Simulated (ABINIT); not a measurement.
# HfO2 (P4_2/mnm) in ABINIT: notebook

The runs below take HfO2 through band structure, with PBEsol, r2SCAN.

Everything below comes from runs of ABINIT 10.8.3 (patched build). Logs are shortened: lines on timing, memory, paths and dates and some standing lists are left out, and cuts for length are marked. The log counts tension as positive stress, the text compression.

## Step 1: The crystal as given

It takes space group P4_2/mnm (No. 136, tetragonal). Conventional cell: a = 4.814 Å, b = 4.814 Å, c = 3.205 Å, α = 90.00°, β = 90.00°, γ = 90.00°. Hf (site symmetry mmm) is surrounded by 6 O at 2.08 Å. O (site symmetry m2m) is surrounded by 3 Hf at 2.08 Å.

Measurements of this composition are mostly on another form, of space group No. 14.

## Step 2: Band structure, PBEsol

File run.abi:

```
# Datasets: ground state, then fixed potential
ndtset 2

# Pseudopotentials
pp_dirpath "./"
pseudos "Hf.GGA_PBE-JTH.xml, O.GGA_PBE-JTH.xml"

# Structure
acell 4.81353299 4.81353299 3.20541541 Angstrom
rprim
     1.0000000000     0.0000000000     0.0000000000
     0.0000000000     1.0000000000     0.0000000000
     0.0000000000     0.0000000000     1.0000000000
ntypat 2
znucl 72 8
natom 6
typat 1 1 2 2 2 2
xred
     0.5000000000     0.5000000000     0.5000000000
     0.0000000000     0.0000000000     0.0000000000
     0.8050448800     0.1949551200     0.5000000000
     0.6949551200     0.6949551200     0.0000000000
     0.3050448800     0.3050448800     0.0000000000
     0.1949551200     0.8050448800     0.5000000000

# Plane-wave basis
ecut 23.0
pawecutdg 45.0
pawxcdev 0

# Exchange and correlation
ixc -116133

# Bands and occupations
occopt 3
tsmear 0.05 eV

# SCF cycle
nstep 100

# Output
iomode 3
prtwf 0
prteig 0
prtebands 0
prtden1 1

# Dataset 1
kptopt1 1
ngkpt1 6 6 8
nshiftk1 1
shiftk1 0.0 0.0 0.0
nband1 29
tolvrs1 1.0e-9

# Dataset 2: bands along G-X-M-G-Z-R-A-Z
iscf2 -2
getden2 1
nband2 35
nbdbuf2 4
tolwfr2 1.0e-11
kptopt2 -7
ndivsm2 6
prteig2 1
kptbounds2
     0.0000000000     0.0000000000     0.0000000000
     0.0000000000     0.5000000000     0.0000000000
     0.5000000000     0.5000000000     0.0000000000
     0.0000000000     0.0000000000     0.0000000000
     0.0000000000     0.0000000000     0.5000000000
     0.0000000000     0.5000000000     0.5000000000
     0.5000000000     0.5000000000     0.5000000000
     0.0000000000     0.0000000000     0.5000000000
```

Potentials or basis: JTH PAW PBE v2.0.

The run is started by

```sh
abinit run.abi > log 2>&1
```

run.abo:

```text
.Version 10.8.3 of ABINIT
 DATASET    1 : space group P4_2/m n m (#136); Bravais tP (primitive tetrag.)
================================================================================
 Values of the parameters that define the memory need for DATASET  1.
     intxc =       0    ionmov =       0      iscf =      17    lmnmax =      18
     lnmax =       6     mgfft =      40  mpssoang =       3    mqgrid =    3001
     natom =       6  nloc_mem =       2    nspden =       1   nspinor =       1
    nsppol =       1      nsym =      16    n1xccc =       1    ntypat =       2
    occopt =       3   xclevel =       2
       mpw =        2664          nfft =       48000          nkpt =          50
 PAW method is used; the additional fine FFT grid is defined by:
   mgfftf=        60    nfftf =    144000
================================================================================
================================================================================

 DATASET    2 : space group P4_2/m n m (#136); Bravais tP (primitive tetrag.)
================================================================================
 Values of the parameters that define the memory need for DATASET  2.
     intxc =       0    ionmov =       0      iscf =      -2    lmnmax =      18
     lnmax =       6     mgfft =      40  mpssoang =       3    mqgrid =    3001
     natom =       6  nloc_mem =       2    nspden =       1   nspinor =       1
    nsppol =       1      nsym =      16    n1xccc =       1    ntypat =       2
    occopt =       3   xclevel =       2
       mpw =        2664          nfft =       48000          nkpt =          50
 PAW method is used; the additional fine FFT grid is defined by:
   mgfftf=        60    nfftf =    144000
================================================================================
================================================================================

--------------------------------------------------------------------------------
------------- Echo of variables that govern the present computation ------------
--------------------------------------------------------------------------------
 -outvars: echo values of preprocessed input variables --------
            acell      9.0962590491E+00  9.0962590491E+00  6.0573572447E+00 Bohr
              amu      1.78490000E+02  1.59994000E+01
             ecut      2.30000000E+01 Hartree
           getden1          0
           getden2          1
             iscf1         17
             iscf2         -2
              ixc     -116133
           jdtset        1    2
           kptopt1          1
           kptopt2         -7
         kptrlatt        6    0    0      0    6    0      0    0    8
          kptrlen1     4.84588580E+01
          kptrlen2     3.00000000E+01
            natom           6
            nband1         29
            nband2         35
           nbdbuf1          0
           nbdbuf2          4
           ndtset           2
           ndivsm1          0
           ndivsm2          6
            ngfft          40      40      30
          ngfftdg          60      60      40
             nkpt          50
            nstep         100
             nsym          16
           ntypat           2
           occopt           3
        pawecutdg      4.50000000E+01 Hartree
         pawxcdev           0
        prtebands           0
           prteig1          0
           prteig2          1
            prtwf           0
           shiftk1     0.00000000E+00  0.00000000E+00  0.00000000E+00
           shiftk2     5.00000000E-01  5.00000000E-01  5.00000000E-01
          spgroup         136
           tolvrs1     1.00000000E-09
           tolvrs2     0.00000000E+00
           tolwfr1     0.00000000E+00
           tolwfr2     1.00000000E-11
           tsmear      1.83746611E-03 Hartree
            typat      1  1  2  2  2  2
           useylm           1
           xangst      2.4067664950E+00  2.4067664950E+00  1.6027077050E+00
                       0.0000000000E+00  0.0000000000E+00  0.0000000000E+00
                       3.8751100883E+00  9.3842290169E-01  1.6027077050E+00
                       3.3451893967E+00  3.3451893967E+00  0.0000000000E+00
                       1.4683435933E+00  1.4683435933E+00  0.0000000000E+00
                       9.3842290169E-01  3.8751100883E+00  1.6027077050E+00
            xcart      4.5481295246E+00  4.5481295246E+00  3.0286786223E+00
                       0.0000000000E+00  0.0000000000E+00  0.0000000000E+00
[... 881 lines left out ...]
 -1.1215E+00 -1.1215E+00 -6.5454E-01 -6.5454E-01 -6.4439E-01 -6.4439E-01
 -2.0171E-01 -2.0171E-01 -1.7533E-01 -1.7533E-01 -1.7176E-01 -1.7176E-01
 -1.3216E-01 -1.3216E-01 -1.2830E-01 -1.2830E-01 -8.8231E-02 -8.8231E-02
  1.5240E-01  1.5240E-01  1.6998E-01  1.6998E-01  1.7026E-01  1.7026E-01
  3.0584E-01  3.0584E-01  3.2663E-01  3.2664E-01  3.9044E-01

--- !ResultsGS
iteration_state: {dtset: 2, }
comment   : Summary of ground state results
lattice_vectors:
- [  9.0962590,   0.0000000,   0.0000000, ]
- [  0.0000000,   9.0962590,   0.0000000, ]
- [  0.0000000,   0.0000000,   6.0573572, ]
lattice_lengths: [   9.09626,    9.09626,    6.05736, ]
lattice_angles: [ 90.000,  90.000,  90.000, ] # degrees, (23, 13, 12)
lattice_volume:   5.0119742E+02
convergence: {deltae:  0.000E+00, res2:  0.000E+00, residm:  9.991E-12, diffor:  0.000E+00, }
etotal    :  -1.65031649E+02
entropy   :   0.00000000E+00
fermie    :  -5.66233379E-03
cartesian_stress_tensor: null
pressure_GPa: null
xred      :
- [  5.0000E-01,   5.0000E-01,   5.0000E-01, Hf]
- [  0.0000E+00,   0.0000E+00,   0.0000E+00, Hf]
- [  8.0504E-01,   1.9496E-01,   5.0000E-01,  O]
- [  6.9496E-01,   6.9496E-01,   0.0000E+00,  O]
- [  3.0504E-01,   3.0504E-01,   0.0000E+00,  O]
- [  1.9496E-01,   8.0504E-01,   5.0000E-01,  O]
cartesian_forces: null
force_length_stats: {min: null, max: null, mean: null, }
...

 Integrated electronic density in atomic spheres:
 ------------------------------------------------
 Atom  Sphere_radius  Integrated_density
    1        2.41119          9.57842075
    2        2.41119          9.57842075
    3        1.41465          4.60562553
    4        1.41465          4.60562553
    5        1.41465          4.60562553
    6        1.41465          4.60562553

================================================================================

 ----iterations are completed or convergence reached----

 Mean square residual over all n,k,spin=   54.355E-13; max=  99.913E-13
 reduced coordinates (array xred) for    6 atoms
       0.500000000000      0.500000000000      0.500000000000
       0.000000000000      0.000000000000      0.000000000000
       0.805044880000      0.194955120000      0.500000000000
       0.694955120000      0.694955120000      0.000000000000
       0.305044880000      0.305044880000      0.000000000000
       0.194955120000      0.805044880000      0.500000000000

 cartesian coordinates (angstrom) at end:
    1      2.40676649500000     2.40676649500000     1.60270770500000
    2      0.00000000000000     0.00000000000000     0.00000000000000
    3      3.87511008831059     0.93842290168941     1.60270770500000
    4      3.34518939668941     3.34518939668941     0.00000000000000
    5      1.46834359331059     1.46834359331059     0.00000000000000
    6      0.93842290168941     3.87511008831059     1.60270770500000
 length scales=  9.096259049122  9.096259049122  6.057357244664 bohr
              =  4.813532990000  4.813532990000  3.205415410000 angstroms
 Eigenvalues (hartree) for nkpt=  50  k points:
 kpt#   1, nband= 35, wtk=  1.00000, kpt=  0.0000  0.0000  0.0000 (reduced coord)
  -2.27198   -2.27160   -1.13122   -1.13122   -1.12016   -1.12016   -1.11590   -1.11362
  -0.70052   -0.67077   -0.62506   -0.62506   -0.25842   -0.23968   -0.21574   -0.18432
  -0.18432   -0.12108   -0.12108   -0.11260   -0.07955   -0.07025   -0.07025   -0.05258
   0.09011    0.09644    0.13811    0.15131    0.15131    0.17591    0.23849    0.25591
   0.32519    0.32522    0.36220
 kpt#   2, nband= 35, wtk=  1.00000, kpt=  0.0000  0.0833  0.0000 (reduced coord)
  -2.27197   -2.27160   -1.13107   -1.13105   -1.12036   -1.12034   -1.11586   -1.11366
  -0.69949   -0.67031   -0.62630   -0.62580   -0.25627   -0.23805   -0.21417   -0.18414
  -0.18405   -0.12320   -0.12175   -0.11275   -0.08083   -0.07448   -0.07231   -0.05348
   0.09214    0.09792    0.13969    0.15266    0.15291    0.17955    0.23632    0.25758
   0.32475    0.32716    0.36038
 kpt#   3, nband= 35, wtk=  1.00000, kpt=  0.0000  0.1667  0.0000 (reduced coord)
  -2.27196   -2.27162   -1.13063   -1.13057   -1.12093   -1.12086   -1.11575   -1.11378
  -0.69648   -0.66901   -0.62980   -0.62795   -0.25006   -0.23335   -0.20951   -0.18365
  -0.18331   -0.12914   -0.12424   -0.11303   -0.08611   -0.08443   -0.07717   -0.05621
   0.09740    0.10175    0.14437    0.15644    0.15729    0.18963    0.22999    0.26277
[... 269 lines left out ...]
   0.12698    0.14866    0.16053    0.17215    0.17934    0.19164    0.29262    0.30472
   0.32548    0.34844    0.38515
 kpt#  49, nband= 35, wtk=  1.00000, kpt=  0.0625  0.0625  0.5000 (reduced coord)
  -2.27100   -2.27100   -1.13852   -1.13836   -1.12255   -1.12233   -1.12145   -1.12143
  -0.65926   -0.65463   -0.64427   -0.63938   -0.20677   -0.20124   -0.18028   -0.17720
  -0.17502   -0.15930   -0.13109   -0.12801   -0.12744   -0.12739   -0.09084   -0.08836
   0.14193    0.15140    0.16562    0.17076    0.17448    0.17950    0.30039    0.30541
   0.32639    0.33444    0.38846
 kpt#  50, nband= 35, wtk=  1.00000, kpt=  0.0000  0.0000  0.5000 (reduced coord)
  -2.27100   -2.27100   -1.13834   -1.13834   -1.12254   -1.12254   -1.12145   -1.12145
  -0.65454   -0.65454   -0.64439   -0.64439   -0.20171   -0.20171   -0.17533   -0.17533
  -0.17176   -0.17176   -0.13216   -0.13216   -0.12830   -0.12830   -0.08823   -0.08823
   0.15240    0.15240    0.16998    0.16998    0.17026    0.17026    0.30584    0.30584
   0.32663    0.32664    0.39044

== END DATASET(S) ==============================================================
================================================================================

 -outvars: echo values of variables after computation  --------
            acell      9.0962590491E+00  9.0962590491E+00  6.0573572447E+00 Bohr
           etotal1    -1.6503164924E+02
            fcart1    -0.0000000000E+00 -0.0000000000E+00 -0.0000000000E+00
                      -0.0000000000E+00 -0.0000000000E+00 -0.0000000000E+00
                       1.5896550832E-04 -1.5896550832E-04 -0.0000000000E+00
                      -1.5896550832E-04 -1.5896550832E-04 -0.0000000000E+00
                       1.5896550832E-04  1.5896550832E-04 -0.0000000000E+00
                      -1.5896550832E-04  1.5896550832E-04 -0.0000000000E+00
           strten1     5.5214786058E-06  5.5214786058E-06  2.6071640645E-05
                       0.0000000000E+00  0.0000000000E+00  0.0000000000E+00
           xangst      2.4067664950E+00  2.4067664950E+00  1.6027077050E+00
                       0.0000000000E+00  0.0000000000E+00  0.0000000000E+00
                       3.8751100883E+00  9.3842290169E-01  1.6027077050E+00
                       3.3451893967E+00  3.3451893967E+00  0.0000000000E+00
                       1.4683435933E+00  1.4683435933E+00  0.0000000000E+00
                       9.3842290169E-01  3.8751100883E+00  1.6027077050E+00
             xred      5.0000000000E-01  5.0000000000E-01  5.0000000000E-01
                       0.0000000000E+00  0.0000000000E+00  0.0000000000E+00
                       8.0504488000E-01  1.9495512000E-01  5.0000000000E-01
                       6.9495512000E-01  6.9495512000E-01  0.0000000000E+00
                       3.0504488000E-01  3.0504488000E-01  0.0000000000E+00
                       1.9495512000E-01  8.0504488000E-01  5.0000000000E-01
 Calculation completed.
```

Wall time 4.2 min (1 thread of Arm Neoverse V2, shared host); peak memory 0.23 GiB.

Results:

```yaml
Free_energy: -4490.7400 eV
Pressure: -0.4 GPa
Largest_force: 0.012 eV/Å
Band_gap_on_the_k_mesh: 3.88 eV, direct
Band_gap_along_the_path: 3.88 eV, direct
Valence_electrons_inside_the_program's_atomic_spheres: Hf 9.58; O 4.61
```

Forces on the atoms (eV/Å):
```
Hf   0.000  0.000  0.000
Hf   0.000  0.000  0.000
O    0.008 -0.008  0.000
O   -0.008 -0.008  0.000
O    0.008  0.008  0.000
O   -0.008  0.008  0.000
```

Levels at the corners of the path, in eV from the valence-band top:
```tsv
point	band 21	band 22	band 23	band 24	band 25	band 26	band 27	band 28
Γ	-0.73	-0.48	-0.48	0.00	3.88	4.05	5.19	5.55
X	-1.47	-1.47	-0.68	-0.68	4.57	4.57	6.19	6.19
M	-1.14	-1.14	-0.82	-0.82	4.15	4.15	5.61	5.61
Γ	-0.73	-0.48	-0.48	0.00	3.88	4.05	5.19	5.55
Z	-2.06	-2.06	-0.97	-0.97	5.58	5.58	6.06	6.06
R	-1.78	-1.78	-0.94	-0.94	4.11	4.11	6.31	6.31
A	-1.11	-1.11	-0.50	-0.50	5.08	5.08	5.82	5.82
Z	-2.06	-2.06	-0.97	-0.97	5.58	5.58	6.06	6.06
```

Caveat: the PAW data sets were made with another functional, which shifts forces and pressure a little; spin-orbit coupling is left out, which moves the levels of the heavy elements.

## Step 3: Band structure, r2SCAN

run.abi: that of step 2 with these lines changed.

```diff
@@ -26,8 +26,9 @@
 # Plane-wave basis
-ecut 23.0
-pawecutdg 45.0
-pawxcdev 0
+ecut 28.0
+pawecutdg 50.0
 
 # Exchange and correlation
-ixc -116133
+ixc -497498
+usekden 1
+pawxcdev 0
 
@@ -46,2 +47,3 @@
 prtden1 1
+prtkden1 1
 
@@ -49,3 +51,3 @@
 kptopt1 1
-ngkpt1 6 6 8
+ngkpt1 5 5 7
 nshiftk1 1
@@ -53,3 +55,3 @@
 nband1 29
-tolvrs1 1.0e-9
+tolvrs1 1.0e-7
 
@@ -58,2 +60,3 @@
 getden2 1
+getkden2 1
 nband2 35
@@ -62,3 +65,3 @@
 kptopt2 -7
-ndivsm2 6
+ndivsm2 8
 prteig2 1
```

Potentials or basis: JTH PAW PBE v2.0.

The run is started by

```sh
abinit run.abi > log 2>&1
```

Wall time 13 min (1 thread of Arm Neoverse V2, shared host); peak memory 0.28 GiB.

It converged, with:

```yaml
Free_energy: -2249.6919 eV
Pressure: 0.3 GPa
Largest_force: 0.007 eV/Å
Band_gap_on_the_k_mesh: 4.55 eV, direct
Band_gap_along_the_path: 4.55 eV, direct
Valence_electrons_inside_the_program's_atomic_spheres: Hf 9.52; O 4.65
```

Forces on the atoms (eV/Å):
```
Hf   0.000  0.000  0.000
Hf   0.000  0.000  0.000
O   -0.005  0.005  0.000
O    0.005  0.005  0.000
O   -0.005 -0.005  0.000
O    0.005 -0.005  0.000
```

Levels at the corners of the path, in eV from the valence-band top:
```csv
point,band 21,band 22,band 23,band 24,band 25,band 26,band 27,band 28
Γ,-0.77,-0.50,-0.50,0.00,4.55,4.69,5.81,6.18
X,-1.49,-1.49,-0.68,-0.68,5.20,5.20,6.82,6.82
M,-1.18,-1.18,-0.85,-0.85,4.76,4.76,6.25,6.25
Γ,-0.77,-0.50,-0.50,0.00,4.55,4.69,5.81,6.18
Z,-2.10,-2.10,-0.99,-0.99,6.17,6.17,6.69,6.69
R,-1.79,-1.79,-0.96,-0.96,4.76,4.76,6.93,6.93
A,-1.12,-1.12,-0.52,-0.52,5.70,5.70,6.46,6.46
Z,-2.10,-2.10,-0.99,-0.99,6.17,6.17,6.69,6.69
```

Caveat: the PAW data sets were made with another functional, which shifts forces and pressure a little; spin-orbit coupling is left out, which moves the levels of the heavy elements. r2SCAN opens gaps a little over a GGA but as a rule still falls short of measured ones.
